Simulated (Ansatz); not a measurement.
# WC: changing the pressure

The cell as given:

The structure is cubic, space group Fm-3m (No. 225). Conventional cell: a = 4.385 Å, b = 4.385 Å, c = 4.385 Å, α = 90.00°, β = 90.00°, γ = 90.00°. Around W (site symmetry m-3m) lie 6 C at 2.19 Å. C (site symmetry m-3m) is surrounded by 6 W at 2.19 Å.

The cell is a database's computed one, not the measured one.

Kept alike: task relaxation of cell and atoms; functional PBEsol; k mesh 10 × 10 × 10; occupations fermi-dirac, width 0.05 eV; no spin polarisation. Program: Ansatz, all-electron LAPW, scalar-relativistic. The mesh is that of the run's cell of 2 atoms. No spin-orbit coupling.

| run | volume (Å³/atom) |
| --- | --- |
| A | 10.125 |
| B | 9.786 |
| C | 10.252 |
| D | 9.589 |
| E | 10.005 |

The relaxations keep at least the cell's symmetry (Fm-3m). The runs follow the start's structure, whether or not it is the stable one at these pressures. P is the pressure aimed at, which the runs meet within some hundredths to tenths of a GPa.

Q: The runs differ in the pressure alone: 0; 5; 10; 20; 30 GPa. Which run is which?

A: Run A is 5 GPa; run B is 20 GPa; run C is 0 GPa; run D is 30 GPa; run E is 10 GPa. The volume falls from 10.252 to 9.589 Å³/atom between 0 and 30 GPa. The volume falls ever more slowly, since the solid stiffens under load. At the pressures aimed at, which the runs meet within some tenths of a GPa, the step from 0 to 5 GPa gives a mean bulk modulus near 401 GPa, the last step 492 GPa.
